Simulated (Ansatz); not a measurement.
Wanted: the native input for an Ansatz 0.2.0 run.

| Quantity | Value |
| --- | --- |
| Task | relaxation of cell and atoms |
| Functional | PBEsol |
| Potentials or basis | all-electron LAPW, scalar-relativistic |
| Basis error allowed | 0.002 eV/atom |
| k mesh | 8 × 8 × 4 |
| Occupations | fermi-dirac, width 0.05 eV |
| Spin | no spin polarisation |

TiTe2:

```
Te Ti
1.0
     3.77700    0.00000    0.00000
    -1.88850    3.27098    0.00000
     0.00000    0.00000    6.49800
Te Ti
2 1
Direct
  0.33333 0.66667 0.73720
  0.66667 0.33333 0.26280
  0.00000 0.00000 0.00000
```

These files were run (other wordings do the same):

input.yaml

```yaml
crystal:
  lattice:
    - [3.777, 0.0, 0.0]
    - [-1.8885, 3.2709779501, 0.0]
    - [0.0, 0.0, 6.498]
  atoms:
    - { symbol: Te, position: [0.3333333333, 0.6666666667, 0.7372] }
    - { symbol: Te, position: [0.6666666667, 0.3333333333, 0.2628] }
    - { symbol: Ti, position: [0.0, 0.0, 0.0] }
kpoints:
  mp_grid: { grid: [8, 8, 4] }
scf:
  occupations: { method: fermi_dirac, width: 0.05 }
hamiltonian:
  xc: pbesol
  pseudopotentials: { kind: all_electron, lapw: { basis_error: 0.002 } }
output:
  forces: true
  stress: true
relax:
  f_tol: 0.01
  max_steps: 60
  cell: {}
```

Potentials or basis: all-electron LAPW, scalar-relativistic.

Command:

```bash
$ ansatz run input.yaml --threads 2 --pin off --max-ram 8192MiB --backend cpu --events-out ev --progress --plain --runs-dir out
```

Results of the run:

| Property | Result |
| --- | --- |
| Relaxed volume | 25.41 Å³/atom |
| Relaxed cell | a = 3.706 Å, b = 3.706 Å, c = 6.408 Å, α = 90.00°, β = 90.00°, γ = 120.00° |
| Space group after relaxing (to 0.05 Å) | P-3m1 (No. 164) |
| Energy gained by relaxing | 8.9 meV/atom |
| Ionic steps | 6 |
| Pressure after relaxing | 0.0 GPa |
| Largest force after relaxing | 0.004 eV/Å |

Caveat: this functional lacks dispersion, which binds the layers, so the pressure and a relaxed spacing across them are unreliable.

Run time: 30 s on 2 threads of Arm Neoverse V2, with other jobs on the host, peak memory 0.42 GiB.
